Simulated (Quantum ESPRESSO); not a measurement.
# Co (P-3m1) in Quantum ESPRESSO: convergence with smearing width

Aim: find how far smearing width must go before the results for Co settle, at PBEsol. This setting moves, with any that are tied to it; all else stays.

Everything below comes from runs of Quantum ESPRESSO 7.5. Logs are shortened: lines on timing, memory, paths and dates and some standing lists are left out, and cuts for length are marked.

### 1 The crystal as given

It takes space group P-3m1 (No. 164, trigonal). The conventional cell has a = 2.487 Å, b = 2.487 Å, c = 4.063 Å, α = 90.00°, β = 90.00°, γ = 120.00°. Co (site symmetry 3m) has 12 Co at 2.42 to 2.55 Å as nearest neighbours.

### 2 With smearing width 0.5 eV

pw.in

```
&CONTROL
  calculation = 'scf'
  prefix = 'pwscf'
  outdir = './tmp'
  pseudo_dir = './pseudo'
  tprnfor = .true.
  tstress = .true.
  disk_io = 'nowf'
/
&SYSTEM
  ibrav = 0
  nat = 2
  ntyp = 1
  ecutwfc = 56
  ecutrho = 448
  nbnd = 28
  occupations = 'smearing'
  smearing = 'mp'
  degauss = 0.03674932
  nspin = 2
  starting_magnetization(1) = 0.1176
/
&ELECTRONS
  conv_thr = 4d-10
  electron_maxstep = 120
  mixing_beta = 0.3
/
ATOMIC_SPECIES
Co    58.9332 co_pbesol_v1.2.uspp.F.UPF
CELL_PARAMETERS angstrom
   2.4873648738    0.0000000000    0.0000000000
  -1.2436824369    2.1541211692    0.0000000000
   0.0000000000    0.0000000000    4.0632895034
ATOMIC_POSITIONS crystal
Co     0.3333333333    0.6666666667    0.7401390000
Co     0.6666666667    0.3333333333    0.2598610000
K_POINTS automatic
10 10 6 0 0 0
```

Potentials or basis: GBRV 1.5 PBEsol.

The run is started by

```
> OMP_NUM_THREADS=1 pw.x -in pw.in > pw.out
```

pw.out:

```text
This program is part of the open-source Quantum ESPRESSO suite
     for quantum simulation of materials; please cite
[... 9 lines left out ...]
     --------------------
     sticks:   dense  smooth     PW     G-vecs:    dense   smooth      PW
     Sum         673     349    109                23511     8305    1473

     Using Slab Decomposition

     bravais-lattice index     =            0
     lattice parameter (alat)  =       4.7004  a.u.
     unit-cell volume          =     146.9210 (a.u.)^3
     number of atoms/cell      =            2
     number of atomic types    =            1
     number of electrons       =        34.00
     number of Kohn-Sham states=           28
     kinetic-energy cutoff     =      56.0000  Ry
     charge density cutoff     =     448.0000  Ry
     scf convergence threshold =      4.0E-10
     mixing beta               =       0.3000
     number of iterations used =            8  plain     mixing
     Exchange-correlation= SLA  PW   PSX  PSC
                           (   1   4  10   8   0   0   0)

     celldm(1)=   4.700438  celldm(2)=   0.000000  celldm(3)=   0.000000
     celldm(4)=   0.000000  celldm(5)=   0.000000  celldm(6)=   0.000000

     crystal axes: (cart. coord. in units of alat)
               a(1) = (   1.000000   0.000000   0.000000 )
               a(2) = (  -0.500000   0.866025   0.000000 )
               a(3) = (   0.000000   0.000000   1.633572 )

     reciprocal axes: (cart. coord. in units 2 pi/alat)
               b(1) = (  1.000000  0.577350 -0.000000 )
               b(2) = (  0.000000  1.154701  0.000000 )
               b(3) = (  0.000000 -0.000000  0.612155 )

     PseudoPot. # 1 for Co read from file:
     co_pbesol_v1.2.uspp.F.UPF
     Pseudo is Ultrasoft + core correction, Zval = 17.0
     Generated by new atomic code, or converted to UPF format
     Using radial grid of  863 points,  6 beta functions with:
                l(1) =   0
                l(2) =   0
                l(3) =   1
                l(4) =   1
                l(5) =   2
                l(6) =   2
     Q(r) pseudized with  8 coefficients,  rinner =    1.200   1.200   1.200
                                                       1.200   1.200

     atomic species   valence    mass     pseudopotential
     Co               17.00    58.93320     Co( 1.00)

     Starting magnetic structure
     atomic species   magnetization
     Co              0.118

     12 Sym. Ops., with inversion, found

   Cartesian axes

     site n.     atom                  positions (alat units)
         1        Co     tau(   1) = (  -0.0000000   0.5773503   1.2090703  )
         2        Co     tau(   2) = (   0.5000000   0.2886751   0.4245016  )

     number of k points=    72  Methfessel-Paxton smearing, width (Ry)=  0.0367
                       cart. coord. in units 2pi/alat
        k(    1) = (   0.0000000   0.0000000   0.0000000), wk =   0.0016667
        k(    2) = (   0.0000000   0.0000000   0.1020259), wk =   0.0033333
        k(    3) = (   0.0000000   0.0000000   0.2040518), wk =   0.0033333
        k(    4) = (   0.0000000   0.0000000  -0.3060777), wk =   0.0016667
        k(    5) = (   0.0000000   0.1154701   0.0000000), wk =   0.0100000
        k(    6) = (   0.0000000   0.1154701   0.1020259), wk =   0.0100000
[... 64 lines left out ...]
        k(   71) = (  -0.2000000   0.4618802  -0.1020259), wk =   0.0200000
        k(   72) = (  -0.2000000   0.4618802  -0.2040518), wk =   0.0200000

     Dense  grid:    23511 G-vectors     FFT dimensions: (  32,  32,  54)

     Smooth grid:     8305 G-vectors     FFT dimensions: (  24,  24,  40)

     Check: negative core charge=   -0.000036
     Generating pointlists ...
     new r_m :   0.4018 (alat units)  1.8887 (a.u.) for type    1

     Initial potential from superposition of free atoms

     starting charge      32.0000, renormalised to      34.0000
     Starting wfcs are   26 randomized atomic wfcs +    2 random wfcs

     Self-consistent Calculation

     iteration #  1     ecut=    56.00 Ry     beta= 0.30
     Davidson diagonalization with overlap
     ethr =  1.00E-02,  avg # of iterations =  4.7

     total energy              =    -593.30502826 Ry
     estimated scf accuracy    <      14.82963062 Ry

     total magnetization       =     2.11 Bohr mag/cell
     absolute magnetization    =     2.16 Bohr mag/cell

     iteration #  2     ecut=    56.00 Ry     beta= 0.30
     Davidson diagonalization with overlap
     ethr =  1.00E-02,  avg # of iterations =  2.0

     total energy              =    -596.42744117 Ry
     estimated scf accuracy    <       0.64584036 Ry

     total magnetization       =     3.18 Bohr mag/cell
     absolute magnetization    =     3.32 Bohr mag/cell

     iteration #  3     ecut=    56.00 Ry     beta= 0.30
     Davidson diagonalization with overlap
     ethr =  1.90E-03,  avg # of iterations =  1.1

     total energy              =    -596.54173445 Ry
     estimated scf accuracy    <       0.01009560 Ry

     total magnetization       =     3.37 Bohr mag/cell
     absolute magnetization    =     3.55 Bohr mag/cell

     iteration #  4     ecut=    56.00 Ry     beta= 0.30
     Davidson diagonalization with overlap
     ethr =  2.97E-05,  avg # of iterations =  3.5

     total energy              =    -596.54346533 Ry
     estimated scf accuracy    <       0.00390146 Ry

     total magnetization       =     3.38 Bohr mag/cell
     absolute magnetization    =     3.58 Bohr mag/cell

     iteration #  5     ecut=    56.00 Ry     beta= 0.30
     Davidson diagonalization with overlap
     ethr =  1.15E-05,  avg # of iterations =  1.5

     total energy              =    -596.54413893 Ry
     estimated scf accuracy    <       0.00111286 Ry
[... 38 lines left out ...]
     total energy              =    -596.54436493 Ry
     estimated scf accuracy    <       0.00000043 Ry

     total magnetization       =     3.40 Bohr mag/cell
     absolute magnetization    =     3.74 Bohr mag/cell

     iteration # 10     ecut=    56.00 Ry     beta= 0.30
     Davidson diagonalization with overlap
     ethr =  1.26E-09,  avg # of iterations =  1.5

     total energy              =    -596.54436507 Ry
     estimated scf accuracy    <          2.0E-09 Ry

     total magnetization       =     3.40 Bohr mag/cell
     absolute magnetization    =     3.74 Bohr mag/cell

     iteration # 11     ecut=    56.00 Ry     beta= 0.30
     Davidson diagonalization with overlap
     ethr =  5.87E-12,  avg # of iterations =  2.0

     total energy              =    -596.54436508 Ry
     estimated scf accuracy    <          4.1E-10 Ry

     total magnetization       =     3.40 Bohr mag/cell
     absolute magnetization    =     3.74 Bohr mag/cell

     iteration # 12     ecut=    56.00 Ry     beta= 0.30
     Davidson diagonalization with overlap
     ethr =  1.20E-12,  avg # of iterations =  1.5

     Magnetic moment per site  (integrated on atomic sphere of radius R)
     atom   1 (R=0.402)  charge= 15.4516  magn=  1.7799
     atom   2 (R=0.402)  charge= 15.4516  magn=  1.7799

     End of self-consistent calculation

     Number of k-points >= 100: set verbosity='high' to print the bands.

     the Fermi energy is    18.2316 ev

!    total energy              =    -596.54436510 Ry
     estimated scf accuracy    <          9.6E-11 Ry
     smearing contrib. (-TS)   =       0.00462748 Ry
     internal energy E=F+TS    =    -596.54899258 Ry

     The total energy is F=E-TS. E is the sum of the following terms:
     one-electron contribution =    -310.64251952 Ry
     hartree contribution      =     176.86709681 Ry
     xc contribution           =     -64.69312682 Ry
     ewald contribution        =    -398.08044306 Ry

     total magnetization       =     3.40 Bohr mag/cell
     absolute magnetization    =     3.74 Bohr mag/cell

     convergence has been achieved in  12 iterations

     Forces acting on atoms (cartesian axes, Ry/au):

     atom    1 type  1   force =     0.00000000    0.00000000    0.01878561
     atom    2 type  1   force =     0.00000000    0.00000000   -0.01878561

     Total force =     0.026567     Total SCF correction =     0.000003

     Computing stress (Cartesian axis) and pressure

          total   stress  (Ry/bohr**3)                   (kbar)     P=      -90.92
  -0.00058120  -0.00000000  -0.00000000          -85.50       -0.00       -0.00
  -0.00000000  -0.00058120  -0.00000000           -0.00      -85.50       -0.00
  -0.00000000  -0.00000000  -0.00069178           -0.00       -0.00     -101.76

=------------------------------------------------------------------------------=
   JOB DONE.
=------------------------------------------------------------------------------=
```

Run time: 77 s. Hardware: 1 thread of Arm Neoverse V1, shared host; peak memory 0.17 GiB.

What came out:

```yaml
Free_energy: -8116.3996 eV
Pressure: -9.1 GPa
Largest_force: 0.483 eV/Å
Band_gap_on_the_k_mesh: none (metal or under the smearing width)
Net_moment: 3.40 μB per cell
Absolute_moment: 3.74 μB per cell
Site_moments: Co +1.78 μB
Valence_electrons_inside_the_program's_atomic_spheres: Co 15.45
```

### 3 With smearing width 0.3 eV

Edit pw.in of step 2 so:

```diff
@@ -18,3 +18,3 @@
   smearing = 'mp'
-  degauss = 0.03674932
+  degauss = 0.02204959
   nspin = 2
```

Potentials or basis: GBRV 1.5 PBEsol.

The run is started by

```
> OMP_NUM_THREADS=1 pw.x -in pw.in > pw.out
```

Wall time 77 s (1 thread of Arm Neoverse V1, shared host); peak memory 0.17 GiB.

Results:

```
Free energy                                           : -8116.4155 eV
Pressure                                              : -9.2 GPa
Largest force                                         : 0.430 eV/Å
Band gap on the k mesh                                : none (metal or under the smearing width)
Net moment                                            : 3.36 μB per cell
Absolute moment                                       : 3.70 μB per cell
Site moments                                          : Co +1.76 μB
Valence electrons inside the program's atomic spheres : Co 15.45
```

### 4 With smearing width 0.2 eV

Edit pw.in of step 3 so:

```diff
@@ -18,3 +18,3 @@
   smearing = 'mp'
-  degauss = 0.02204959
+  degauss = 0.01469973
   nspin = 2
```

The run is started by

```
> OMP_NUM_THREADS=1 pw.x -in pw.in > pw.out
```

Wall time 77 s (1 thread of Arm Neoverse V1, shared host); peak memory 0.17 GiB.

Results:

```yaml
Free_energy: -8116.4173 eV
Pressure: -9.1 GPa
Largest_force: 0.423 eV/Å
Band_gap_on_the_k_mesh: none (metal or under the smearing width)
Net_moment: 3.35 μB per cell
Absolute_moment: 3.69 μB per cell
Site_moments: Co +1.76 μB
Valence_electrons_inside_the_program's_atomic_spheres: Co 15.45
```

### 5 With smearing width 0.136 eV

Edit pw.in of step 4 so:

```diff
@@ -18,3 +18,3 @@
   smearing = 'mp'
-  degauss = 0.01469973
+  degauss = 0.00999582
   nspin = 2
```

The run is started by

```
> OMP_NUM_THREADS=1 pw.x -in pw.in > pw.out
```

Wall time 76 s (1 thread of Arm Neoverse V1, shared host); peak memory 0.17 GiB.

Results:

```yaml
Free_energy: -8116.4169 eV
Pressure: -9.1 GPa
Largest_force: 0.425 eV/Å
Band_gap_on_the_k_mesh: none (metal or under the smearing width)
Net_moment: 3.36 μB per cell
Absolute_moment: 3.69 μB per cell
Site_moments: Co +1.76 μB
Valence_electrons_inside_the_program's_atomic_spheres: Co 15.45
```

### 6 With smearing width 0.1 eV

Edit pw.in of step 5 so:

```diff
@@ -18,3 +18,3 @@
   smearing = 'mp'
-  degauss = 0.00999582
+  degauss = 0.00734986
   nspin = 2
```

Potentials or basis: GBRV 1.5 PBEsol.

The run is started by

```
> OMP_NUM_THREADS=1 pw.x -in pw.in > pw.out
```

Run time: 76 s. Hardware: 1 thread of Arm Neoverse V1, shared host; peak memory 0.17 GiB.

It converged, with:

```
Free energy                                           : -8116.4164 eV
Pressure                                              : -9.1 GPa
Largest force                                         : 0.425 eV/Å
Band gap on the k mesh                                : none (metal or under the smearing width)
Net moment                                            : 3.36 μB per cell
Absolute moment                                       : 3.70 μB per cell
Site moments                                          : Co +1.76 μB
Valence electrons inside the program's atomic spheres : Co 15.45
```

### 7 With smearing width 0.05 eV

Edit pw.in of step 6 so:

```diff
@@ -18,3 +18,3 @@
   smearing = 'mp'
-  degauss = 0.00734986
+  degauss = 0.00367493
   nspin = 2
```

The run is started by

```
> OMP_NUM_THREADS=1 pw.x -in pw.in > pw.out
```

It took 76 s on 1 thread of Arm Neoverse V1, shared host; peak memory 0.17 GiB.

Results (log left out):

```
Free energy                                           : -8116.4158 eV
Pressure                                              : -9.0 GPa
Largest force                                         : 0.418 eV/Å
Band gap on the k mesh                                : none (metal or under the smearing width)
Net moment                                            : 3.36 μB per cell
Absolute moment                                       : 3.70 μB per cell
Site moments                                          : Co +1.76 μB
Valence electrons inside the program's atomic spheres : Co 15.45
```

### 8 With smearing width 0.025 eV

Edit pw.in of step 7 so:

```diff
@@ -18,3 +18,3 @@
   smearing = 'mp'
-  degauss = 0.00367493
+  degauss = 0.00183747
   nspin = 2
```

The run is started by

```
> OMP_NUM_THREADS=1 pw.x -in pw.in > pw.out
```

Wall time 77 s (1 thread of Arm Neoverse V1, shared host); peak memory 0.17 GiB.

The run converged. Its results:

| Quantity | Value |
| --- | --- |
| Free energy | -8116.4156 eV |
| Pressure | -9.0 GPa |
| Largest force | 0.412 eV/Å |
| Band gap on the k mesh | none (metal or under the smearing width) |
| Net moment | 3.36 μB per cell |
| Absolute moment | 3.70 μB per cell |
| Site moments | Co +1.76 μB |
| Valence electrons inside the program's atomic spheres | Co 15.45 |

### 9 With smearing width 0.01 eV

Edit pw.in of step 8 so:

```diff
@@ -18,3 +18,3 @@
   smearing = 'mp'
-  degauss = 0.00183747
+  degauss = 0.00073499
   nspin = 2
```

Potentials or basis: GBRV 1.5 PBEsol.

The run is started by

```
> OMP_NUM_THREADS=1 pw.x -in pw.in > pw.out
```

Wall time 76 s (1 thread of Arm Neoverse V1, shared host); peak memory 0.17 GiB.

Results (log left out):

| Quantity | Value |
| --- | --- |
| Free energy | -8116.4155 eV |
| Pressure | -9.0 GPa |
| Largest force | 0.404 eV/Å |
| Band gap on the k mesh | none (metal or under the smearing width) |
| Net moment | 3.36 μB per cell |
| Absolute moment | 3.70 μB per cell |
| Site moments | Co +1.76 μB |
| Valence electrons inside the program's atomic spheres | Co 15.45 |

### 10 Summary

| smearing width | energy less the tightest run, at zero smearing (meV/atom) | pressure (GPa) | largest force (eV/Å) | absolute moment (μB) | SCF cycles | CPU time (s) | peak memory (GiB) |
| --- | --- | --- | --- | --- | --- | --- | --- |
| 0.5 eV | -2.53 | -9.09 | 0.483 | 3.74 | 12 | 77 | 0.17 |
| 0.3 eV | -1.81 | -9.19 | 0.430 | 3.70 | 12 | 77 | 0.17 |
| 0.2 eV | -0.93 | -9.14 | 0.423 | 3.69 | 12 | 77 | 0.17 |
| 0.136 eV | -0.44 | -9.10 | 0.425 | 3.69 | 12 | 76 | 0.17 |
| 0.1 eV | -0.26 | -9.07 | 0.425 | 3.70 | 12 | 76 | 0.17 |
| 0.05 eV | -0.09 | -9.00 | 0.418 | 3.70 | 12 | 76 | 0.17 |
| 0.025 eV | -0.01 | -9.00 | 0.412 | 3.70 | 12 | 77 | 0.17 |
| 0.01 eV | 0.00 | -9.00 | 0.404 | 3.70 | 12 | 76 | 0.17 |

Against the tightest run, the energy stays within 1 meV/atom from 0.2 eV on; the pressure stays within 0.1 GPa from 0.136 eV on; the absolute moment stays within 0.02 μB from 0.3 eV on. Not settled before the last step: the largest force (to 0.005 eV/Å). Narrower smearing needs a denser k mesh, so at a fixed mesh the narrowest width isn't the most accurate. The tightest run that finished is the yardstick and may itself not be fully converged.
